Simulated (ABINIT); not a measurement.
# Si2W (P6_222) in ABINIT: reference runs

How does Si2W come out in PBE? The cell is run as given and disturbed.

All numbers are computed with ABINIT 10.8.3 (patched build); they aren't measurements. Logs are shortened: lines on timing, memory, paths and dates and some standing lists are left out, and cuts for length are marked. The log counts tension as positive stress, the text compression.

**1. The structure**

The structure is hexagonal, space group P6_222 (No. 180). The conventional cell has a = 4.617 Å, b = 4.617 Å, c = 6.653 Å, α = 90.00°, β = 90.00°, γ = 120.00°. W (site symmetry 222) has 10 Si at 2.59 to 2.69 Å as nearest neighbours. Si (site symmetry 2) is surrounded by 5 Si at 2.57 to 2.69 Å and 5 W at 2.59 to 2.69 Å.

Measurements of this composition are mostly on another form, of space group No. 139.

**2. Single point, PBE**

The input, run.abi:

```
# Pseudopotentials
pp_dirpath "./"
pseudos "W.GGA_PBE-JTH.xml, Si.GGA_PBE-JTH.xml"

# Structure
acell 8.72458656 8.72458656 12.5727674263
rprim
     1.0000000000     0.0000000000     0.0000000000
    -0.5000000000     0.8660254038     0.0000000000
     0.0000000000     0.0000000000     1.0000000000
ntypat 2
znucl 74 14
natom 9
typat 1 1 1 2 2 2 2 2 2
xred
     0.5000000000     0.0000000000     0.5000000000
     0.5000000000     0.5000000000     0.8333333333
     0.0000000000     0.5000000000     0.1666666667
     0.3272520000     0.1636260000     0.1666666667
     0.8363740000     0.1636260000     0.8333333333
     0.1636260000     0.3272520000     0.5000000000
     0.6727480000     0.8363740000     0.1666666667
     0.1636260000     0.8363740000     0.8333333333
     0.8363740000     0.6727480000     0.5000000000

# Plane-wave basis
ecut 16.0
pawecutdg 32.0
pawxcdev 0

# k points
kptopt 1
ngkpt 7 7 4
nshiftk 1
shiftk 0.0 0.0 0.0

# Exchange and correlation
ixc 11

# Bands and occupations
nband 40
occopt 3
tsmear 0.05 eV

# SCF cycle
nstep 100
tolvrs 1.0e-9

# Output
iomode 3
prtwf 0
prtden 0
prteig 0
prtebands 0
enunit 2
```

Potentials or basis: JTH PAW PBE v2.0.

The run is started by

```console
$ abinit run.abi > log 2>&1
```

run.abo:

```text
.Version 10.8.3 of ABINIT
 Symmetries : space group P6_2 2 2 (#180); Bravais hP (primitive hexag.)
================================================================================
 Values of the parameters that define the memory need of the present run
     intxc =       0    ionmov =       0      iscf =      17    lmnmax =      18
     lnmax =       6     mgfft =      48  mpssoang =       3    mqgrid =    3202
     natom =       9  nloc_mem =       2    nspden =       1   nspinor =       1
    nsppol =       1      nsym =      12    n1xccc =       1    ntypat =       2
    occopt =       3   xclevel =       2
       mpw =        2550          nfft =       49152          nkpt =          24
 PAW method is used; the additional fine FFT grid is defined by:
   mgfftf=        72    nfftf =    165888
================================================================================
================================================================================

--------------------------------------------------------------------------------
------------- Echo of variables that govern the present computation ------------
--------------------------------------------------------------------------------
 -outvars: echo values of preprocessed input variables --------
            acell      8.7245865600E+00  8.7245865600E+00  1.2572767426E+01 Bohr
              amu      1.83850000E+02  2.80855000E+01
             ecut      1.60000000E+01 Hartree
           enunit           2
              ixc          11
         kptrlatt        7    0    0      0    7    0      0    0    4
          kptrlen      5.02910697E+01
            natom           9
            nband          40
            ngfft          32      32      48
          ngfftdg          48      48      72
             nkpt          24
            nstep         100
             nsym          12
           ntypat           2
           occopt           3
        pawecutdg      3.20000000E+01 Hartree
         pawxcdev           0
           prtden           0
        prtebands           0
           prteig           0
            prtwf           0
            rprim      1.0000000000E+00  0.0000000000E+00  0.0000000000E+00
                      -5.0000000000E-01  8.6602540380E-01  0.0000000000E+00
                       0.0000000000E+00  0.0000000000E+00  1.0000000000E+00
          spgroup         180
           tolvrs      1.00000000E-09
           tsmear      1.83746611E-03 Hartree
            typat      1  1  1  2  2  2  2  2  2
           useylm           1
           xangst      2.3084261895E+00 -7.3983623779E-17  3.3266109977E+00
                       1.1542130947E+00  1.9991557229E+00  5.5443516629E+00
                      -1.1542130947E+00  1.9991557229E+00  1.1088703326E+00
                       1.1331556310E+00  6.5422770863E-01  1.1088703326E+00
                       3.4836967479E+00  6.5422770863E-01  5.5443516629E+00
                      -1.5580341127E-16  1.3084554173E+00  3.3266109977E+00
                       1.1752705584E+00  3.3440837372E+00  1.1088703326E+00
                      -1.1752705584E+00  3.3440837372E+00  5.5443516629E+00
                       2.3084261895E+00  2.6898560285E+00  3.3266109977E+00
            xcart      4.3622932800E+00 -1.3980878674E-16  6.2863837131E+00
                       2.1811466400E+00  3.7778567993E+00  1.0477306189E+01
                      -2.1811466400E+00  3.7778567993E+00  2.0954612377E+00
                       2.1413538007E+00  1.2363111933E+00  2.0954612377E+00
                       6.5832327593E+00  1.2363111933E+00  1.0477306189E+01
                      -2.9442577678E-16  2.4726223866E+00  6.2863837131E+00
                       2.2209394793E+00  6.3194024053E+00  2.0954612377E+00
                      -2.2209394793E+00  6.3194024053E+00  1.0477306189E+01
                       4.3622932800E+00  5.0830912120E+00  6.2863837131E+00
             xred      5.0000000000E-01 -1.8503717077E-17  5.0000000000E-01
                       5.0000000000E-01  5.0000000000E-01  8.3333333333E-01
                      -1.7558398002E-17  5.0000000000E-01  1.6666666667E-01
                       3.2725200000E-01  1.6362600000E-01  1.6666666667E-01
                       8.3637400000E-01  1.6362600000E-01  8.3333333333E-01
                       1.6362600000E-01  3.2725200000E-01  5.0000000000E-01
                       6.7274800000E-01  8.3637400000E-01  1.6666666667E-01
                       1.6362600000E-01  8.3637400000E-01  8.3333333333E-01
                       8.3637400000E-01  6.7274800000E-01  5.0000000000E-01
            znucl       74.00000   14.00000

[... 200 lines left out ...]
 frms,max,avg= 1.3134170E-05 2.7861782E-05   0.000E+00  0.000E+00  0.000E+00 h/b

 cartesian forces (eV/Angstrom) at end:
    1     -0.00000000000000    -0.00000000000000     0.00000000000000
    2     -0.00000000000000    -0.00000000000000     0.00000000000000
    3     -0.00000000000000    -0.00000000000000     0.00000000000000
    4      0.00124076363079     0.00071635521623     0.00000000000000
    5     -0.00124076363079     0.00071635521623    -0.00000000000000
    6     -0.00000000000000     0.00143271043245     0.00000000000000
    7     -0.00124076363079    -0.00071635521623     0.00000000000000
    8      0.00124076363079    -0.00071635521623    -0.00000000000000
    9     -0.00000000000000    -0.00143271043245     0.00000000000000
 frms,max,avg= 6.7538617E-04 1.4327104E-03   0.000E+00  0.000E+00  0.000E+00 e/A
 length scales=  8.724586560000  8.724586560000 12.572767426300 bohr
              =  4.616852378970  4.616852378970  6.653221995468 angstroms
 Fermi (or HOMO) energy (hartree) =   0.41254   Average Vxc (hartree)=  -0.45577
 Eigenvalues (hartree) for nkpt=  24  k points:
 kpt#   1, nband= 40, wtk=  0.00510, kpt=  0.0000  0.0000  0.0000 (reduced coord)
  -2.32078   -2.32034   -2.32034   -1.01088   -1.01074   -1.01074   -1.00987   -1.00987
  -1.00726   -1.00614   -1.00614   -1.00561   -0.12445   -0.00613   -0.00613    0.13306
   0.15285    0.15285    0.17733    0.17733    0.20764    0.22081    0.22081    0.23077
   0.26459    0.26459    0.28373    0.28373    0.28816    0.28816    0.30044    0.31731
   0.37862    0.49498    0.49498    0.49593    0.49680    0.50879    0.51127    0.51153
      occupation numbers for kpt#   1
   2.00000    2.00000    2.00000    2.00000    2.00000    2.00000    2.00000    2.00000
   2.00000    2.00000    2.00000    2.00000    2.00000    2.00000    2.00000    2.00000
   2.00000    2.00000    2.00000    2.00000    2.00000    2.00000    2.00000    2.00000
   2.00000    2.00000    2.00000    2.00000    2.00000    2.00000    2.00000    2.00000
   2.00000    0.00000    0.00000    0.00000    0.00000    0.00000    0.00000    0.00000
 prteigrs : prtvol=0 or 1, do not print more k-points.

 Fermi (or HOMO) energy (eV) =  11.22576   Average Vxc (eV)= -12.40203
 Eigenvalues (   eV  ) for nkpt=  24  k points:
 kpt#   1, nband= 40, wtk=  0.00510, kpt=  0.0000  0.0000  0.0000 (reduced coord)
 -63.15151  -63.13974  -63.13974  -27.50754  -27.50375  -27.50375  -27.47983  -27.47983
 -27.40881  -27.37841  -27.37841  -27.36401   -3.38645   -0.16687   -0.16687    3.62063
   4.15915    4.15915    4.82543    4.82543    5.65005    6.00854    6.00854    6.27958
   7.19987    7.19987    7.72075    7.72075    7.84114    7.84114    8.17526    8.63445
  10.30277   13.46916   13.46916   13.49506   13.51861   13.84499   13.91250   13.91948
 prteigrs : prtvol=0 or 1, do not print more k-points.

--- !EnergyTerms
iteration_state     : {dtset: 1, }
comment             : Components of total free energy in Hartree
kinetic             :  3.06685275792277E+01
hartree             :  4.81236941988638E+01
xc                  : -3.77667693781103E+01
Ewald energy        : -1.87349603046527E+02
psp_core            :  1.35066440041995E+01
local_psp           : -1.19260921580500E+02
PAW spherical_terms :  2.09747145756174E+01
internal            : -2.31103713647228E+02
'-kT*entropy'       : -1.27302032600406E-04
total_energy        : -2.31103840949261E+02
total_energy_eV     : -6.28865587900009E+03
...

--- !EnergyTermsDC
iteration_state     : {dtset: 1, }
comment             : '"Double-counting" decomposition of free energy'
band_energy         : -2.35262737374703E+01
Ewald energy        : -1.87349603046527E+02
psp_core            :  1.35066440041995E+01
xc_dc               : -6.23337902756141E+01
PAW spherical_terms :  2.85993101280719E+01
internal            : -2.31103712927340E+02
'-kT*entropy'       : -1.27302032600406E-04
total_energy_dc     : -2.31103840229372E+02
total_energy_dc_eV  : -6.28865585941093E+03
...

--- !EnergyTermsWithPAWCore
iteration_state     : {dtset: 1, }
comment             : 'Components of total free energy, including PAW core contributions'
Total energy        : -5.01690967747800E+04
Total energy DC     : -5.01690967740601E+04
Total energy (eV)   : -1.36517066995054E+06
Total energy DC (eV): -1.36517066993095E+06
...

 Cartesian components of stress tensor (hartree/bohr^3)
  sigma(1 1)=  2.40644890E-05  sigma(3 2)=  0.00000000E+00
  sigma(2 2)=  2.40644884E-05  sigma(3 1)=  0.00000000E+00
  sigma(3 3)=  3.30637984E-05  sigma(2 1)=  0.00000000E+00

-Cartesian components of stress tensor (GPa)         [Pressure= -7.9626E-01 GPa]
- sigma(1 1)=  7.08001710E-01  sigma(3 2)=  0.00000000E+00
- sigma(2 2)=  7.08001692E-01  sigma(3 1)=  0.00000000E+00
- sigma(3 3)=  9.72770534E-01  sigma(2 1)=  0.00000000E+00

== END DATASET(S) ==============================================================
================================================================================

 -outvars: echo values of variables after computation  --------
            acell      8.7245865600E+00  8.7245865600E+00  1.2572767426E+01 Bohr
           etotal     -2.3110384023E+02
            fcart     -3.7645908767E-22 -8.3524701663E-31  2.6770609961E-30
                      -3.7645908743E-22 -6.9603918053E-31  2.6770609961E-30
                      -3.7645908791E-22 -1.3920783611E-31  5.3541219921E-30
                       2.4129010964E-05  1.3930890975E-05  2.6770609961E-30
                      -2.4129010964E-05  1.3930890975E-05 -1.0708243984E-29
                      -3.7645908767E-22  2.7861781951E-05  2.6770609961E-30
                      -2.4129010964E-05 -1.3930890975E-05  2.6770609961E-30
                       2.4129010964E-05 -1.3930890975E-05 -1.0708243984E-29
                      -3.7645908767E-22 -2.7861781951E-05  2.6770609961E-30
            rprim      1.0000000000E+00  0.0000000000E+00  0.0000000000E+00
                      -5.0000000000E-01  8.6602540380E-01  0.0000000000E+00
                       0.0000000000E+00  0.0000000000E+00  1.0000000000E+00
           strten      2.4064488982E-05  2.4064488396E-05  3.3063798394E-05
                       0.0000000000E+00  0.0000000000E+00  0.0000000000E+00
           xangst      2.3084261895E+00 -7.3983623779E-17  3.3266109977E+00
                       1.1542130947E+00  1.9991557229E+00  5.5443516629E+00
                      -1.1542130947E+00  1.9991557229E+00  1.1088703326E+00
                       1.1331556310E+00  6.5422770863E-01  1.1088703326E+00
                       3.4836967479E+00  6.5422770863E-01  5.5443516629E+00
                      -1.5580341127E-16  1.3084554173E+00  3.3266109977E+00
                       1.1752705584E+00  3.3440837372E+00  1.1088703326E+00
                      -1.1752705584E+00  3.3440837372E+00  5.5443516629E+00
                       2.3084261895E+00  2.6898560285E+00  3.3266109977E+00
             xred      5.0000000000E-01 -1.8503717077E-17  5.0000000000E-01
                       5.0000000000E-01  5.0000000000E-01  8.3333333333E-01
                      -1.7558398002E-17  5.0000000000E-01  1.6666666667E-01
                       3.2725200000E-01  1.6362600000E-01  1.6666666667E-01
                       8.3637400000E-01  1.6362600000E-01  8.3333333333E-01
                       1.6362600000E-01  3.2725200000E-01  5.0000000000E-01
                       6.7274800000E-01  8.3637400000E-01  1.6666666667E-01
                       1.6362600000E-01  8.3637400000E-01  8.3333333333E-01
                       8.3637400000E-01  6.7274800000E-01  5.0000000000E-01
 Calculation completed.
```

Wall time 3.7 min (1 thread of Arm Neoverse V2, shared host); peak memory 0.21 GiB.

What came out:

| Property | Result |
| --- | --- |
| Free energy | -6288.6559 eV |
| Pressure | -0.8 GPa |
| Band gap on the k mesh | 0.22 eV, indirect (least direct gap 0.68 eV) |
| Valence electrons inside the program's atomic spheres | W 11.85; Si 1.54 |

Caveat: spin-orbit coupling is left out, which moves the levels of the heavy elements; an odd mesh through Γ misses points on the zone boundary, where band edges often lie.

**3. Single point, PBE (atoms moved at random, drawn with an rms of 0.05 Å)**

The input, run.abi:

```
# Pseudopotentials
pp_dirpath "./"
pseudos "W.GGA_PBE-JTH.xml, Si.GGA_PBE-JTH.xml"

# Structure
acell 3*1.0
rprim
     8.7245865600     0.0000000000     0.0000000000
    -4.3622932801     7.5557135984     0.0000000000
     0.0000000000     0.0000000000    12.5727674263
ntypat 2
znucl 74 14
natom 9
typat 1 1 1 2 2 2 2 2 2
xred
     0.5089400000     0.0040880000     0.5064200000
     0.4953170000     0.4900060000     0.8279550000
    -0.0042450000     0.4991370000     0.1699210000
     0.3143020000     0.1595440000     0.1662430000
     0.8414210000     0.1722940000     0.8327910000
     0.1596360000     0.3153370000     0.4983370000
     0.6750990000     0.8402330000     0.1617900000
     0.1674930000     0.8419070000     0.8275760000
     0.8357440000     0.6767120000     0.5031760000
chkprim 0
chksymtnons 0
tolsym 1.0e-6

# Plane-wave basis
ecut 16.0
pawecutdg 32.0
pawxcdev 0

# k points
kptopt 1
ngkpt 7 7 4
nshiftk 1
shiftk 0.0 0.0 0.0

# Exchange and correlation
ixc 11

# Bands and occupations
nband 40
occopt 3
tsmear 0.00183747

# SCF cycle
nstep 100
tolvrs 1.0e-9

# Output
iomode 3
prtwf 0
prtden 0
prteig 0
prtebands 0
enunit 2
```

Potentials or basis: JTH PAW PBE v2.0.

The run is started by

```console
$ abinit run.abi > log 2>&1
```

Wall time 19 min (1 thread of Arm Neoverse V2, shared host); peak memory 0.38 GiB.

Results (log left out):

```yaml
Free_energy: -6288.5162 eV
Pressure: -0.3 GPa
Largest_force: 1.354 eV/Å
Band_gap_on_the_k_mesh: 0.04 eV, indirect (least direct gap 0.57 eV)
Valence_electrons_inside_the_program's_atomic_spheres: W 11.84, 11.85, 11.82; Si 1.54, 1.55, 1.56
```

Forces in eV/Å, atoms in the order of the input:
```
W   -0.514 -0.476 -1.159
W   -0.065  0.868  0.920
W    0.185  0.169 -0.340
Si   0.653  0.160  0.077
Si  -0.005 -0.226  0.036
Si  -0.047  0.524  0.089
Si  -0.386 -0.322  0.216
Si  -0.044 -0.432  0.500
Si   0.222 -0.264 -0.337
```

Stress tensor (GPa, compression positive):
```
-0.14  0.16 -0.51
 0.16  0.06  0.24
-0.51  0.24 -0.80
```

Levels at points of the mesh, in eV from the valence-band top:
| k point | band 31 | band 32 | band 33 | band 34 | band 35 | band 36 |
| --- | --- | --- | --- | --- | --- | --- |
| (0.00, 0.00, 0.00) | -3.07 | -2.44 | -0.83 | 2.11 | 2.14 | 2.18 |
| (0.00, 0.00, 0.50) | -2.57 | -0.73 | -0.61 | 1.78 | 1.87 | 1.98 |

Caveat: spin-orbit coupling is left out, which moves the levels of the heavy elements; an odd mesh through Γ misses points on the zone boundary, where band edges often lie.
